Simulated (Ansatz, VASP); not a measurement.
**Two plane-wave programs on WSe2**

```xyz
6
Lattice="3.2050 0.0000 0.0000 -1.6025 2.7756 0.0000 0.0000 0.0000 12.2279" Properties=species:S:1:pos:R:3 pbc="T T T"
W     0.0000    1.8504    3.0570
W     1.6025    0.9252    9.1709
Se    0.0000    1.8504    7.4974
Se    1.6025    0.9252    1.3835
Se    0.0000    1.8504   10.8444
Se    1.6025    0.9252    4.7305
```

Alike in both runs: functional LDA; k mesh 8 × 8 × 2; no spin polarisation.

Ansatz relaxed the structure, and its values are those at the end. VASP's run is a single point on that final structure, the one shown.

|  | VASP | Ansatz |
| --- | --- | --- |
| version | VASP 6.6.1 | Ansatz 0.2.0 |
| potentials or method | VASP PAW LDA potentials, release 64 (W_sv, Se) | PAW with Ansatz's default frozen-core files, scalar-relativistic |
| plane-wave cutoff (eV) | 520 | 420 |
| occupations | gaussian, width 0.01 eV | fixed |
| valence electrons in the cell | 52 | 92 |

Ansatz gave:

* gap on the k mesh at the Fermi level (eV): 0.75
* pressure (GPa): 5.0
* rms of the force components (eV/Å): 0.001

Q: What did VASP give for the same quantities?

A: gap on the k mesh at the Fermi level (eV): 0.73; pressure (GPa): 5.9; rms of the force components (eV/Å): 0.050.

The two sets of potentials don't hold the same shells in valence.

Caveats: spin-orbit coupling is left out, which moves the levels of the heavy elements. A k mesh can miss the band edges.
